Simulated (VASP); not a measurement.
A run of VASP 6.6.1:

The input INCAR:

```
PREC = Accurate
ENCUT = 520
EDIFF = 1E-6
ISMEAR = 0
SIGMA = 0.02
LREAL = F
LASPH = T
NELM = 80
ALGO = Normal
ISIF = 2
LWAVE = F
LCHARG = F
GGA = CA
```

File KPOINTS:

```
Automatic mesh
0
Gamma
  12 12 12
```

POSCAR

```
CdF2                                    
1.0
   -0.0000000000      2.6555433078      2.6555433078
    2.6555433078     -0.0000000000      2.6555433078
    2.6555433078      2.6555433078      0.0000000000
  Cd              F             
     1     2
Direct
     0.0000000000000000    0.0000000000000000    0.0000000000000000
     0.2500000000000000    0.2500000000000000    0.2500000000000000
     0.7500000000000000    0.7500000000000000    0.7500000000000000
```

File KPOINTS_OPT:

```
path GXWKGLUWLK,UX
10
line-mode
reciprocal
 0.0000000000  0.0000000000  0.0000000000  G
 0.5000000000  0.0000000000  0.5000000000  X

 0.5000000000  0.0000000000  0.5000000000  X
 0.5000000000  0.2500000000  0.7500000000  W

 0.5000000000  0.2500000000  0.7500000000  W
 0.3750000000  0.3750000000  0.7500000000  K

 0.3750000000  0.3750000000  0.7500000000  K
 0.0000000000  0.0000000000  0.0000000000  G

 0.0000000000  0.0000000000  0.0000000000  G
 0.5000000000  0.5000000000  0.5000000000  L

 0.5000000000  0.5000000000  0.5000000000  L
 0.6250000000  0.2500000000  0.6250000000  U

 0.6250000000  0.2500000000  0.6250000000  U
 0.5000000000  0.2500000000  0.7500000000  W

 0.5000000000  0.2500000000  0.7500000000  W
 0.5000000000  0.5000000000  0.5000000000  L

 0.5000000000  0.5000000000  0.5000000000  L
 0.3750000000  0.3750000000  0.7500000000  K

 0.6250000000  0.2500000000  0.6250000000  U
 0.5000000000  0.0000000000  0.5000000000  X
```

Potentials or basis: VASP PAW LDA potentials, release 64 (Cd, F).

Run with:

```bash
$ cat potpaw_LDA.64/Cd/POTCAR potpaw_LDA.64/F/POTCAR > POTCAR
$ mpirun -np 1 vasp_std > vasp.out
```

Hardware: 1 thread of Intel(R) Xeon(R) 6975P-C (Granite Rapids), on a shared host.

Q: How long does it take, and how much memory?

A: Wall time 25 s on 1 thread of Intel(R) Xeon(R) 6975P-C (Granite Rapids) (shared host), peak memory 0.19 GiB. Counts: scf iterations 27, k points 72.
